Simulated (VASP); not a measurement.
Output of a VASP run:

OUTCAR:
```
 ion  position               nearest neighbor table
   1  0.000  0.000  0.000-   2 3.01   2 3.01   2 3.01   2 3.01   2 3.01   2 3.01
   2  0.500  0.500  0.500-   1 3.01   1 3.01   1 3.01   1 3.01   1 3.01   1 3.01
  LATTYP: Found a face centered cubic cell.
 ALAT       =     6.0200000000
 Subroutine PRICEL returns:
 Original cell was already a primitive cell.
 Subroutine GETGRP returns: Found 48 space group operations
The static configuration has the point symmetry O_h .
The dynamic configuration has the point symmetry O_h .
 Subroutine INISYM returns: Found 48 space group operations
 Subroutine IBZKPT returns following result:
 Found     20 irreducible k-points:

 Following reciprocal coordinates:
            Coordinates               Weight
  0.000000  0.000000  0.000000      1.000000
  0.142857  0.000000  0.000000      8.000000
  0.285714  0.000000  0.000000      8.000000
  0.428571  0.000000  0.000000      8.000000
  0.142857  0.142857  0.000000      6.000000
  0.285714  0.142857  0.000000     24.000000
  0.428571  0.142857  0.000000     24.000000
 -0.428571  0.142857  0.000000     24.000000
 -0.285714  0.142857  0.000000     24.000000
 -0.142857  0.142857  0.000000     12.000000
  0.285714  0.285714  0.000000      6.000000
  0.428571  0.285714  0.000000     24.000000
 -0.428571  0.285714  0.000000     24.000000
 -0.285714  0.285714  0.000000     12.000000
  0.428571  0.428571  0.000000      6.000000
 -0.428571  0.428571  0.000000     12.000000
  0.428571  0.285714  0.142857     24.000000
 -0.428571  0.285714  0.142857     48.000000
 -0.428571  0.428571  0.142857     24.000000
 -0.285714  0.428571  0.142857     24.000000
   k-points           NKPTS =     20   k-points in BZ     NKDIM =     20   number of bands    NBANDS=      9
   number of dos      NEDOS =    301   number of ions     NIONS =      2
   total plane-waves  NPLWV =  32768
   dimension x,y,z NGX =    32 NGY =   32 NGZ =   32
   dimension x,y,z NGXF=    64 NGYF=   64 NGZF=   64
   ions per type =               1   1
   PREC   = accura    normal or accurate (medium, high low for compatibility)
   ISTART =      0    job   : 0-new  1-cont  2-samecut
   ICHARG =      2    charge: 1-file 2-atom 10-const
   ISPIN  =      1    spin polarized calculation?
   LNONCOLLINEAR =      F non collinear calculations
   LSORBIT =      F    spin-orbit coupling
   INIWAV =      1    electr: 0-lowe 1-rand  2-diag
   ENCUT  =  520.0 eV  38.22 Ry    6.18 a.u.   7.91  7.91  7.91*2*pi/ulx,y,z
   NELM   =    100;   NELMIN=  2; NELMDL= -5     # of ELM steps
   EDIFF  = 0.1E-05   stopping-criterion for ELM
   LREAL  =      F    real-space projection
   NLSPLINE    = F    spline interpolate recip. space projectors
   LMAXMIX     =    4 max onsite mixed and CHGCAR
   VOSKOWN=      0    Vosko Wilk Nusair interpolation
   EDIFFG = -.1E-01   stopping-criterion for IOM
   NSW    =     60    number of steps for IOM
   NBLOCK =      1;   KBLOCK =     60    inner block; outer block
   IBRION =      2    ionic relax: 0-MD 1-quasi-New 2-CG
   NFREE  =      1    steps in history (QN), initial steepest desc. (CG)
   ISIF   =      3    stress and relaxation
   ISYM   =      2    0-nonsym 1-usesym 2-fastsym
   TEIN   =    0.0    initial temperature
   TEBEG  =    0.0;   TEEND  =   0.0 temperature during run
   SMASS  =  -3.00    Nose mass-parameter (am)
   PSTRESS=    0.0 pullay stress
   NELECT =      10.0000    total number of electrons
   EFERMI =   0.00;   METHOD = LEGACY
   ISMEAR =     0;   SIGMA  =   0.05  broadening in eV -4-tet -1-fermi 0-gaus
   IALGO  =     38    algorithm
   LDIAG  =      T    sub-space diagonalisation (order eigenvalues)
   IMIX   =      4    mixing-type and parameters
     AMIX     =   0.40;   BMIX     =  1.00
     AMIX_MAG =   1.60;   BMIX_MAG =  1.00
     AMIN     =   0.10
   GGA     = PE    functional components
   VOSKOWN =     0    Vosko Wilk Nusair interpolation
   LHFCALC =     F    Hartree Fock is set to
   LHFONE  =     F    Hartree Fock one center treatment
...
```

### OSZICAR
```
       N       E                     dE             d eps       ncg     rms          rms(c)
DAV:   1     0.387918672447E+02    0.38792E+02   -0.36194E+03   360   0.948E+02
DAV:   2    -0.410357490205E+01   -0.42895E+02   -0.41684E+02   519   0.135E+02
DAV:   3    -0.577811981046E+01   -0.16745E+01   -0.16735E+01   444   0.317E+01
DAV:   4    -0.583545324623E+01   -0.57333E-01   -0.57211E-01   615   0.568E+00
DAV:   5    -0.583574579562E+01   -0.29255E-03   -0.29252E-03   466   0.459E-01    0.215E+00
DAV:   6    -0.582477639698E+01    0.10969E-01   -0.24026E-02   448   0.989E-01    0.140E+00
DAV:   7    -0.582990520013E+01   -0.51288E-02   -0.32804E-02   471   0.117E+00    0.325E-01
DAV:   8    -0.583068548310E+01   -0.78028E-03   -0.41570E-03   420   0.471E-01    0.659E-02
DAV:   9    -0.583069213424E+01   -0.66511E-05   -0.91355E-05   503   0.877E-02    0.526E-02
DAV:  10    -0.583069289919E+01   -0.76495E-06   -0.26348E-05   420   0.406E-02    0.319E-02
DAV:  11    -0.583070381623E+01   -0.10917E-04   -0.19416E-05   385   0.355E-02    0.851E-03
DAV:  12    -0.583070722880E+01   -0.34126E-05   -0.39447E-07   362   0.639E-03    0.218E-03
DAV:  13    -0.583070665064E+01    0.57816E-06   -0.16519E-07   250   0.371E-03
   1 F= -.58307067E+01 E0= -.58307067E+01  d E =-.583071E+01
```

OUTCAR:
```
------------------------ aborting loop because EDIFF is reached ----------------------------------------
  FORCE on cell =-STRESS in cart. coord.  units (eV):
  Direction    XX          YY          ZZ          XY          YZ          ZX
  --------------------------------------------------------------------------------------
  Total       -0.0073658     -0.0073658     -0.0073658     -0.0000000      0.0000000      0.0000000
  in kB       -0.2163721     -0.2163721     -0.2163721     -0.0000000      0.0000000      0.0000000
  external PRESSURE =      -0.2163721 kB  Pullay stress =       0.0000000 kB
  volume of cell :       54.54
      direct lattice vectors                 reciprocal lattice vectors
     0.000000000  3.010000000  3.010000000    -0.166112957  0.166112957  0.166112957
     3.010000000  0.000000000  3.010000000     0.166112957 -0.166112957  0.166112957
     3.010000000  3.010000000  0.000000000     0.166112957  0.166112957 -0.166112957
 POSITION                                       TOTAL-FORCE (eV/Angst)
 -----------------------------------------------------------------------------------
      0.00000      0.00000      0.00000         0.000000      0.000000     -0.000000
      3.01000      3.01000      3.01000         0.000000     -0.000000      0.000000
 -----------------------------------------------------------------------------------
    total drift:                                0.000000     -0.000000      0.000000
  FREE ENERGIE OF THE ION-ELECTRON SYSTEM (eV)
  ---------------------------------------------------
  free  energy   TOTEN  =        -5.8307066506 eV

  energy  without entropy=       -5.8307066506  energy(sigma->0) =       -5.83070665

 reached required accuracy - stopping structural energy minimisation
```
(Selected blocks of OUTCAR.)

File POSCAR:
```
LiI
1
    0.0000000000     3.0100000000     3.0100000000
    3.0100000000     0.0000000000     3.0100000000
    3.0100000000     3.0100000000     0.0000000000
Li I
1 1
Direct
  0.0000000000   0.0000000000   0.0000000000
  0.5000000000   0.5000000000   0.5000000000
```

Problem. Write an INCAR and KPOINTS that could have produced this output.

Solution. One answer among several that fit: the input of the run itself, PBE GGA, plane waves, VASP's PBE PAW potentials (set 64).

### INCAR
```
# general
SYSTEM   =  LiI
PREC     =  Accurate
ENCUT    =  520
LREAL    =  .FALSE.
LASPH    =  .TRUE.

# electronic loop
EDIFF    =  1E-6
NELM     =  100
ALGO     =  Normal
LMAXMIX  =  4

# smearing
ISMEAR   =  0
SIGMA    =  0.05

# functional
GGA      =  PE

# ions
IBRION   =  2
NSW      =  60
ISIF     =  3
EDIFFG   =  -0.01

# output
LWAVE    =  .FALSE.
LCHARG   =  .FALSE.
```

### KPOINTS
```
Automatic mesh
0
Gamma
7 7 7
0 0 0
```

POTCAR, in this order: Li_sv I (PBE.64 set). Program: vasp_std.

The compound is LiI in the rock salt structure. The cell was not relaxed at this level.
